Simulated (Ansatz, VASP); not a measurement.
# Sn (zigzag Sn chain) in two plane-wave programs

Aim: how closely do two programs agree when they are given the same cell, functional and k mesh? The structure shown is the start of the Ansatz relaxation below; VASP solves that cell, so the two are compared at the walk's first step.

Main program and level: Ansatz 0.2.0; plane waves, with VASP 6.6.1 beside it; single point at PBE and single point at RPBE.

### 1. Starting point

The cell holds 2 atoms: 2 Sn. Cell: a = 9.000 Å, b = 7.500 Å, c = 4.664 Å, α = 90.0°, β = 90.0°, γ = 90.0°. Vacuum lies along a and b. The structure's axis is c.

Structure file:

```cif
data_structure
_symmetry_space_group_name_H-M 'P 1'
_symmetry_Int_Tables_number 1
_cell_length_a 9.0000
_cell_length_b 7.5000
_cell_length_c 4.6637
_cell_angle_alpha 90.000
_cell_angle_beta 90.000
_cell_angle_gamma 90.000
_cell_volume 314.80
loop_
_atom_site_label
_atom_site_type_symbol
_atom_site_fract_x
_atom_site_fract_y
_atom_site_fract_z
_atom_site_occupancy
Sn1 Sn 0.43112 0.50000 0.00000 1
Sn2 Sn 0.56888 0.50000 0.50000 1
```

### 2. Ansatz: relaxation, PBE

Ansatz runs on its default PAW (the set named soft_2) files.

The two programs are compared at the cell with which this relaxation starts, whose forces are those of its first step.

Contents of input.yaml:

```yaml
crystal:
  lattice:
    - [9.0, 0.0, 0.0]
    - [0.0, 7.5, 0.0]
    - [0.0, 0.0, 4.6637291855]
  atoms:
    - { symbol: Sn, position: [0.431118089, 0.5, 0.0] }
    - { symbol: Sn, position: [0.568881911, 0.5, 0.5] }
kpoints:
  mp_grid: { grid: [1, 1, 18] }
scf:
  occupations: { method: fermi_dirac, width: 0.05 }
hamiltonian:
  xc: pbe
relax:
  cell: { fix: [a, b, alpha, beta, gamma] }
  max_steps: 60
```

Started as:

```sh
> ansatz run input.yaml --threads 4 --pin off --max-ram 8192MiB --backend cpu --events-out ev --progress --plain --runs-dir out
```

Numbers of over 12 decimals in the logs are rounded to 6 here.

What it wrote:

```text
Engine: ansatz 0.2.0, aarch64-unknown-linux-gnu
Pseudopotentials: kind: paw
Pseudopotential: Sn, paw, valence charge 14, recommended cutoff 420 eV (normal), Sn.paw.azcp
Functional definition: PBE
  parameter kappa = 0.804
  parameter beta = 0.066725
  exchange = pbe_x(kappa = kappa, mu = beta*pi^2/3)
  correlation = pbe_c(beta = beta)
Crystal: 2 atoms, lattice volume = 314.802 Å³
Basis set: ecut = 420 eV, 6133 PW (Γ), exchange–correlation on 128×108×64 points (8 copies of the dense FFT grid, shifted against one another)
Bands: 18, of which v1, the nominal top of the filled ones, is band 14 counted from 1 (13 counted from 0)
Symmetry: 8 space group operations
Space group: Pmma (ITA 51), of the structure as read, at distance tolerance 6.8e-5 Å
k-points: 10 of 18
Non-local potential: Sn, projectors of the file, l = 0: 2, l = 1: 2, l = 2: 2, l = 3: 2
PAW form: soft (Blöchl's): semilocal exchange-correlation on the pseudo side does not see the compensation charge
PAW one-centre angular grid: Sn, 590 points (default); XC on 64 Gauss nodes
Initial density: superposition of atomic densities (neutral atoms: chi_scale 0, normalization atom), corrected by the library's trained network
Initial wavefunctions: pseudopotential atomic-orbital guess
Functional: x = pbe(κ = 0.804, μ = 0.219515), c = pbe(β = 0.066725)
SCF iter   1: F=—  HF=-12046.171893 eV  |F-HF|=—  |Δ(HF+E_count)|=         —  Δρ=9.17e-4  dr2=3.63e-3  ethr=1.77e-3  ⟨swp⟩=7.5  Hψ=1068  notcnv=0
preconditioner: auto → LDOS  [insulator: Δε(μ)=0.117 eV  Ē_g=6.332 eV  σ=0.050 eV  W_gap=0.53  n_scr=38 (ndim 8)  ℏωp=5.9 eV  f_vac=0.652  D(μ)=1.65/eV (n_scr^D=4)  ε∞_Penn≈1.9  β→1.0]
SCF iter   2: F=—  HF=-12046.176002 eV  |F-HF|=—  |Δ(HF+E_count)|=   4.11e-3  Δρ=3.47e-4  dr2=4.83e-4  ethr=1.30e-5  ⟨swp⟩=2.4  Hψ=446  notcnv=0
SCF iter   3: F=—  HF=-12046.175967 eV  |F-HF|=—  |Δ(HF+E_count)|=   3.43e-5  Δρ=2.10e-4  dr2=1.42e-4  ethr=1.73e-6  ⟨swp⟩=2.0  Hψ=346  notcnv=0
SCF iter   4: F=—  HF=-12046.175919 eV  |F-HF|=—  |Δ(HF+E_count)|=   4.84e-5  Δρ=6.95e-5  dr2=1.52e-5  ethr=5.06e-7  ⟨swp⟩=2.0  Hψ=283  notcnv=0
SCF iter   5: F=—  HF=-12046.175926 eV  |F-HF|=—  |Δ(HF+E_count)|=   7.39e-6  Δρ=2.03e-5  dr2=1.44e-6  ethr=5.43e-8  ⟨swp⟩=2.0  Hψ=320  notcnv=0
SCF iter   6: F=-12046.175927 eV  HF=-12046.175927 eV  |F-HF|=9.00e-10  |Δ(HF+E_count)|=   1.27e-7  Δρ=3.52e-6  dr2=3.97e-8  ethr=3.57e-10  ⟨swp⟩=4.0  Hψ=831  notcnv=0
SCF 1 converged in 6 iterations: F = -12046.175927 eV  dr2 = 3.97e-8
  greatest PAW one-centre occupation: 0.991 electrons in one spin orbital (limit 2), on the Sn atom at site 1 (counted from 0), in its partial waves of l = 2
relax step   1: F+E_penalty+E_count = -12046.17592662 eV  Δ(F+E_penalty+E_count) = +0.000e0 eV  max|allowed force component| = 9.931e-1 eV/Å  Δτ_max = 0.0000 Å  P = +0.703 GPa  Ω = 314.802 Å³  fix = [a, b, alpha, beta, gamma]  reactions: a +0.694, b +0.245 GPa  (6 SCF iters, dr2 threshold 1.00e-7 eV, accepted)
[...]
relax step   2: F+E_penalty+E_count = -12046.25392017 eV  Δ(F+E_penalty+E_count) = -7.799e-2 eV  max|allowed force component| = 6.033e-1 eV/Å  Δτ_max = 0.1961 Å  P = -0.284 GPa  Ω = 314.401 Å³  energy of the carried Pulay correction = +1.482e-5 eV  fix = [a, b, alpha, beta, gamma]  reactions: a -0.410, b +0.240 GPa  (6 SCF iters, dr2 threshold 2.00e-7 eV, accepted)
[...]
relax step   3: F+E_penalty+E_count = -12046.29971935 eV  Δ(F+E_penalty+E_count) = -4.580e-2 eV  max|allowed force component| = 1.498e-3 eV/Å  Δτ_max = 0.0748 Å  P = +0.058 GPa  Ω = 314.736 Å³  energy of the carried Pulay correction = +2.442e-6 eV  fix = [a, b, alpha, beta, gamma]  reactions: a +0.083, b +0.240 GPa  (6 SCF iters, dr2 threshold 2.00e-7 eV, accepted)
[...]
relax step   4: F+E_penalty+E_count = -12046.30072475 eV  Δ(F+E_penalty+E_count) = -1.005e-3 eV  max|allowed force component| = 2.985e-3 eV/Å  Δτ_max = 0.0042 Å  P = +0.085 GPa  Ω = 313.375 Å³  energy of the carried Pulay correction = +5.282e-5 eV  fix = [a, b, alpha, beta, gamma]  reactions: a +0.085, b +0.240 GPa  (5 SCF iters, dr2 threshold 5.61e-8 eV, accepted)
[...]
relax step   5: F+E_penalty+E_count = -12046.30106280 eV  Δ(F+E_penalty+E_count) = -3.381e-4 eV  max|allowed force component| = 3.080e-4 eV/Å  Δτ_max = 0.0045 Å  P = +0.108 GPa  Ω = 312.090 Å³  energy of the carried Pulay correction = +1.006e-4 eV  fix = [a, b, alpha, beta, gamma]  reactions: a +0.083, b +0.240 GPa  (6 SCF iters, dr2 threshold 1.24e-8 eV, accepted)
[...]
relax step   6: F+E_penalty+E_count = -12046.30096349 eV  Δ(F+E_penalty+E_count) = +9.931e-5 eV  max|allowed force component| = 2.041e-4 eV/Å  Δτ_max = 0.0000 Å  P = +0.107 GPa  Ω = 312.090 Å³  fix = [a, b, alpha, beta, gamma]  reactions: a +0.082, b +0.239 GPa  stress off target by 1.16e-3 GPa on what of the cell is left free  SCF on the basis re-selected at this cell (its energy is not comparable with the rows above)  (4 SCF iters)
basis re-selected at this cell: Δ(F+E_penalty+E_count) = +9.931e-5 eV, ΔP = -0.001 GPa vs the last step (what re-selecting the basis moved, of the pressure what is left beyond the Pulay correction that the steps carried, after the strain that the cell walked since its last selection, with what the two solves' SCF thresholds leave and, on support functions, any second-order correction that the steps lacked; it is no m [...]
SCF converged after 4 iterations
Free energy (F): -12046.300963 eV
Harris-Foulkes:  -12046.300963 eV  (|F-HF|=1.09e-11)
Internal energy: -12046.291087 eV  (E = F + TS)
E sigma→0 (E₀):  -12046.296025 eV
Entropy (-TS):   -0.009877 eV (-4.938 meV/atom)
Fermi energy:    -1.633088 eV
--- Per-component energies (eV) ---
  E_band       = -498.759553
  E_kinetic    = 370.568005
  E_local      = -5268.900169  (includes V_loc(G=0)·N_el)
  E_nonlocal   = -65.157170
  E_hartree    = 2680.129305
  E_xc         = -762.692167
  E_vxc        = -188.363080  (∫ρ·V_xc dr)
  E_paw        = -8270.431364  (= ΣΔE_a)
  E_vpaw       = -707.165511  (= ΣTr[D̂ρ^β])
  E_aug_tail   = -0.000001  (compensation charges beyond the density's cutoff)
  E_ewald      = -729.807525
  E_smearing   = -0.009877  (= −TS)
  E_closure    = -0.000000  (closes the sum)
  Σ components = -12046.300963   (vs F -12046.300963, Δ=0.00e0)
--- Forces (eV/Å), atoms counted from 1 ---
  atom   1  Sn     0.00020412     0.00000000     0.00000000
  atom   2  Sn    -0.00020412    -0.00000000    -0.00000000
  max |Σ_I F_I| component: 5.42e-20 eV/Å
--- Stress (GPa, compression-positive) ---
        0.082153       0.000000       0.000000
        0.000000       0.238881       0.000000
        0.000000       0.000000       0.001156
  P = ⅓ Tr σ = 0.1074 GPa (1.074 kbar)
--- Relaxed structure (5 steps of the walk, 5 accepted, 1 SCFs on fresh bases) ---
  F+E_penalty+E_count = -12046.30096349 eV   max|allowed force component| = 2.041e-4 eV/Å   (the final SCF, on the basis selected at the relaxed cell)
  cell:  # Å, volume = 312.0898 Å³
    - [9.0, 0, 0]
    - [0, 7.5, 0]
    - [0, 0, 4.623553]
  atoms:
    - { symbol: Sn, position: [0.416674, 0.5, 0.0] }
    - { symbol: Sn, position: [0.583326, 0.5, 0.5] }
```

### 3. VASP: single point, PBE, start cell, pair 1

The same cell, functional, mesh and smearing now go to VASP, with its own data sets.

Lines of VASP's logs that name or quote its potential files are left out, and so is its time.

Contents of INCAR:

```
SYSTEM = Sn
PREC = Accurate
ENCUT = 400
EDIFF = 1E-06
NELM = 120
ISMEAR = -1
SIGMA = 0.05
LREAL = .FALSE.
ALGO = Normal
GGA = PE
NBANDS = 20
LORBIT = 11
LWAVE = .FALSE.
LCHARG = .FALSE.
ISIF = 2
LASPH = .TRUE.
GGA_COMPAT = .FALSE.
EFERMI = MIDGAP
KPAR = 2
```

Contents of POSCAR:

```
Sn
1.0
    9.0000000000      0.0000000000      0.0000000000
    0.0000000000      7.5000000000      0.0000000000
    0.0000000000      0.0000000000      4.6637290000
Sn
2
Direct
    0.4311181111      0.5000000000      0.0000000000
    0.5688818889      0.5000000000      0.5000001072
```

Contents of KPOINTS:

```
Automatic mesh
0
Gamma
1 1 18
0 0 0
```

The projector-augmented-wave data sets are Sn_d (PBE family, release 64).

Started as:

```sh
> mpirun -np 2 vasp_std
```

What it wrote:

```text
[banner, memory and clock lines left out]
running    2 mpi-ranks, on    1 nodes
 distrk:  each k-point on    1 cores,    2 groups
 distr:  one band on    1 cores,    1 groups

 POSCAR found type information on POSCAR Sn
 POSCAR found :  1 types and       2 ions
 LDA part: xc-table for (Slater+PW92), standard interpolation
 POSCAR, INCAR and KPOINTS ok, starting setup
 FFT: planning ... GRIDC
 FFT: planning ... GRID_SOFT
 FFT: planning ... GRID
 WAVECAR not read
 entering main loop
       N       E                     dE             d eps       ncg     rms          rms(c)
DAV:   1     0.168274188509E+03    0.16827E+03   -0.11959E+04   504   0.973E+02
DAV:   2     0.847539600808E+01   -0.15980E+03   -0.15747E+03   428   0.259E+02
DAV:   3    -0.512202627219E+01   -0.13597E+02   -0.13530E+02   476   0.101E+02
DAV:   4    -0.557540083588E+01   -0.45337E+00   -0.45326E+00   444   0.212E+01
DAV:   5    -0.559721729226E+01   -0.21816E-01   -0.21816E-01   596   0.415E+00    0.268E+00
DAV:   6    -0.549996127523E+01    0.97256E-01   -0.61800E-02   452   0.246E+00    0.154E+00
DAV:   7    -0.544108660511E+01    0.58875E-01   -0.16599E-01   456   0.317E+00    0.201E-01
DAV:   8    -0.544131162500E+01   -0.22502E-03   -0.21816E-02   468   0.174E+00    0.147E-01
DAV:   9    -0.544069270795E+01    0.61892E-03   -0.36282E-03   540   0.352E-01    0.733E-02
DAV:  10    -0.544134814304E+01   -0.65544E-03   -0.32125E-04   420   0.275E-01    0.335E-02
DAV:  11    -0.544197508440E+01   -0.62694E-03   -0.29159E-04   424   0.112E-01    0.209E-02
DAV:  12    -0.544259446268E+01   -0.61938E-03   -0.94009E-05   544   0.675E-02    0.124E-02
DAV:  13    -0.544269155270E+01   -0.97090E-04   -0.19844E-05   436   0.316E-02    0.762E-03
DAV:  14    -0.544272848975E+01   -0.36937E-04   -0.84173E-06   332   0.265E-02    0.383E-03
DAV:  15    -0.544273026693E+01   -0.17772E-05   -0.34897E-06   344   0.145E-02    0.215E-03
DAV:  16    -0.544273089205E+01   -0.62511E-06   -0.43309E-07   344   0.559E-03
   1 F= -.54427309E+01 E0= -.54361989E+01  d E =-.130640E-01
```

From OUTCAR (step 3):

```text
ion  position               nearest neighbor table
   1  0.431  0.500  0.000-   2 2.64   2 2.64
   2  0.569  0.500  0.500-   1 2.64   1 2.64

  LATTYP: Found a simple orthorhombic cell.
 ALAT       =     4.6637290000
 B/A-ratio  =     1.6081551908
 C/A-ratio  =     1.9297862290

 Subroutine GETGRP returns: Found  8 space group operations
 (whereof  4 operations were pure point group operations)

The static configuration has the point symmetry C_2v.
 The point group associated with its full space group is D_2h.

 Found     10 irreducible k-points:

   k-points           NKPTS =     10   k-points in BZ     NKDIM =     10   number of bands    NBANDS=     20

   dimension x,y,z NGX =    60 NGY =   50 NGZ =   30
   dimension x,y,z NGXF=   120 NGYF=  100 NGZF=   60

   ENCUT  =  400.0 eV  29.40 Ry    5.42 a.u.  14.68 12.23  7.61*2*pi/ulx,y,z

   NELECT =      28.0000    total number of electrons

 k-points in reciprocal lattice and weights: Automatic mesh
   0.00000000  0.00000000  0.00000000       0.056
   0.00000000  0.00000000  0.05555556       0.111
   0.00000000  0.00000000  0.11111111       0.111
   0.00000000  0.00000000  0.16666667       0.111
   0.00000000  0.00000000  0.22222222       0.111
   0.00000000  0.00000000  0.27777778       0.111
   0.00000000  0.00000000  0.33333333       0.111
   0.00000000  0.00000000  0.38888889       0.111
   0.00000000  0.00000000  0.44444444       0.111
   0.00000000  0.00000000  0.50000000       0.056

 average (electrostatic) potential at core
       1-109.0901       2-109.0901

 E-fermi :  -2.1543

 k-point     1 :       0.0000    0.0000    0.0000
  band No.  band energies     occupation
    ...
     10     -23.2433      2.00000
     11     -11.0662      2.00000
     12      -5.7200      2.00000
     13      -3.7224      2.00000
     14      -3.2757      2.00000
     15      -1.1364      0.00000
     16      -0.7504      0.00000
     17       0.8502      0.00000
     18       1.2901      0.00000
     19       2.5039      0.00000
    ...

 k-point     2 :       0.0000    0.0000    0.0556
  band No.  band energies     occupation
    ...
     10     -23.2405      2.00000
     11     -11.0441      2.00000
     12      -5.8029      2.00000
     13      -3.7908      2.00000
     14      -3.2532      2.00000
     15      -0.9235      0.00000
     16      -0.7674      0.00000
     17       0.8179      0.00000
     18       1.2863      0.00000
     19       2.4083      0.00000
    ...

 k-point     3 :       0.0000    0.0000    0.1111
  band No.  band energies     occupation
    ...
     10     -23.2324      2.00000
     11     -10.9778      2.00000
     12      -6.0506      2.00000
     13      -3.9039      2.00000
     14      -3.1862      2.00000
     15      -0.8259      0.00000
     16      -0.3792      0.00000
     17       0.7160      0.00000
     18       1.2675      0.00000
     19       2.2328      0.00000
    ...

  Total        1.3382593      0.4591823      2.2456989      0.0000000      0.0000000      0.0000000
  in kB        6.8110454      2.3369994     11.4294422      0.0000000      0.0000000      0.0000000
  external PRESSURE =       6.8591623 kB  Pullay stress =       0.0000000 kB

  energy-cutoff  :      400.00
  volume of cell :      314.80
      direct lattice vectors                 reciprocal lattice vectors
     9.000000000  0.000000000  0.000000000     0.111111111  0.000000000  0.000000000
     0.000000000  7.500000000  0.000000000     0.000000000  0.133333333  0.000000000
     0.000000000  0.000000000  4.663729000     0.000000000  0.000000000  0.214420692

 POSITION                                       TOTAL-FORCE (eV/Angst)
 -----------------------------------------------------------------------------------
      3.88006      3.75000      0.00000        -0.993467      0.000000      0.000000
      5.11994      3.75000      2.33186         0.993467      0.000000      0.000000
 -----------------------------------------------------------------------------------
    total drift:                                0.000151     -0.000000     -0.000203

  FREE ENERGIE OF THE ION-ELECTRON SYSTEM (eV)
  ---------------------------------------------------
  free  energy   TOTEN  =        -5.4427308920 eV

  energy  without entropy=       -5.4296669072  energy(sigma->0) =       -5.43619890

 total charge
# of ion       s       p       d       tot
------------------------------------------
    1        1.256   1.069   9.949  12.274
    2        1.256   1.069   9.949  12.274
--------------------------------------------------
tot          2.512   2.138  19.898  24.548

[... 3 further parts left out ...]
```

### 4. Differences

Known differences besides the potentials themselves: the cutoff is 420 eV in Ansatz and 400 eV in VASP. Total energies have different zeros and are not compared.

Forces (eV/Å; atoms numbered as in POSCAR):

```tsv
atom	Ansatz x, y, z	VASP x, y, z
Sn1	-0.993, 0.000, 0.000	-0.993, 0.000, 0.000
Sn2	0.993, 0.000, 0.000	0.993, 0.000, 0.000
```

The forces differ by 0.2 meV/Å r.m.s., which is 0.0 % of the r.m.s. force of 0.574 eV/Å (both taken over all components).

### 5. Further runs

Further runs change the set-up of one program: Ansatz's method, potentials or start, or VASP's data sets, cutoff or form of LDA. The table gives that difference for each run.

```tsv
run	r.m.s. force difference (meV/Å)
as above	0.19
VASP with a cutoff of 500 eV (perhaps on Ansatz's relaxed cell)	2.0
```

### 6. Ansatz: relaxation, RPBE

The two programs are compared at the cell with which this relaxation starts, whose forces are those of its first step.

The structure compared here is the start of the Ansatz relaxation; VASP solves that cell, so the two are compared at the walk's first step.

input.yaml, the sections that differ from step 2:

```yaml
crystal:
  lattice:
    - [9.0, 0.0, 0.0]
    - [0.0, 7.5, 0.0]
    - [0.0, 0.0, 4.6637291855]
  atoms:
    - { symbol: Sn, position: [0.431118089, 0.5, 0.0], spin: 0.5 }
    - { symbol: Sn, position: [0.568881911, 0.5, 0.5], spin: 0.5 }
magnetization:
  spin_polarized: true
hamiltonian:
  xc: rpbe
# kpoints, scf, relax: as in step 2
```

Started as:

```sh
> ansatz run input.yaml --threads 4 --pin off --max-ram 8192MiB --backend cpu --events-out ev --progress --plain --runs-dir out
```

What it wrote:

```text
[...]
Crystal: 2 atoms, lattice volume = 314.802 Å³
Basis set: ecut = 420 eV, 6133 PW (Γ), exchange–correlation on 128×108×64 points (8 copies of the dense FFT grid, shifted against one another)
Bands: 19, of which v1, the nominal top of the filled ones, is band 14 counted from 1 (13 counted from 0)
Symmetry: 8 space group operations
[...]
0.000000       0.246440      -0.000000
        0.000000      -0.000000      -0.046233
  P = ⅓ Tr σ = 0.0959 GPa (0.959 kbar)
--- Relaxed structure (4 steps of the walk, 4 accepted, 1 SCFs on fresh bases) ---
[...]
cell:  # Å, volume = 316.2876 Å³
    - [9.0, 0, 0]
    - [0, 7.5, 0]
    - [0, 0, 4.685742]
  atoms:
    - { symbol: Sn, position: [0.416282, 0.5, 0] }
    - { symbol: Sn, position: [0.583718, 0.5, 0.5] }
[key lines of the parts left out:]
SCF converged after 5 iterations
Magnetization: 0.0000 μB (14.0000 up, 14.0000 down)
Free energy (F): -12063.770363 eV
Fermi energy:    -1.558100 eV
```

(Part 1 of 2 ends here.)

[Lines on the potential files, build, host, timing and source positions are cut from VASP's logs without a mark.]

[Logs are printed without paths, hosts, clocks, repeated set-up lines and the standing remarks that a program may print on its own settings, such as how far it seeks lower states.]

[Hosts, paths, dates, database ids (printed as entryN), source tags and the programs' standing remarks are cut or masked in the printed files.]

[Rows of further runs with another cutoff or data set may stand on the cell that Ansatz relaxed, not on the start cell of the pair above them.]
